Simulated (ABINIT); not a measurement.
Crystal: SrO.

```
Sr O
1.0
     0.00000    2.56630    2.56630
     2.56630    0.00000    2.56630
     2.56630    2.56630    0.00000
Sr O
1 1
Cartesian
  2.5663 2.5663 2.5663
  0.0000 0.0000 0.0000
```

Base run:

| Property | Result |
| --- | --- |
| Program | ABINIT 10.8.3 (patched build) |
| Functional | r2SCAN |
| Potentials or basis | JTH PAW PBE v2.0 |
| Cutoff | 762 eV |
| k mesh | 9 × 9 × 9 |
| Occupations | fermi-dirac, width 0.05 eV |
| Spin | no spin polarisation |

Its results: band gap on the k mesh 3.85 eV, indirect (least direct gap 3.93 eV).

Task: After a change of settings the same cell gave: band gap on the k mesh 3.99 eV, indirect (least direct gap 4.08 eV). Which change was it?
A. functional from r2SCAN to AM05; cutoff from 762 eV to 626 eV; fine-grid cutoff from 1360.57 eV to 1224.51 eV
B. k mesh from 9 × 9 × 9 to 12 × 12 × 12
C. k mesh from 9 × 9 × 9 to 5 × 5 × 5
D. functional from r2SCAN to revPBE; cutoff from 762 eV to 626 eV; fine-grid cutoff from 1360.57 eV to 1224.51 eV

Result: C.

Caveats: some runs use coarse meshes; an odd mesh through Γ misses points on the zone boundary, where band edges often lie (some runs).

Not every run made on this cell is shown here.
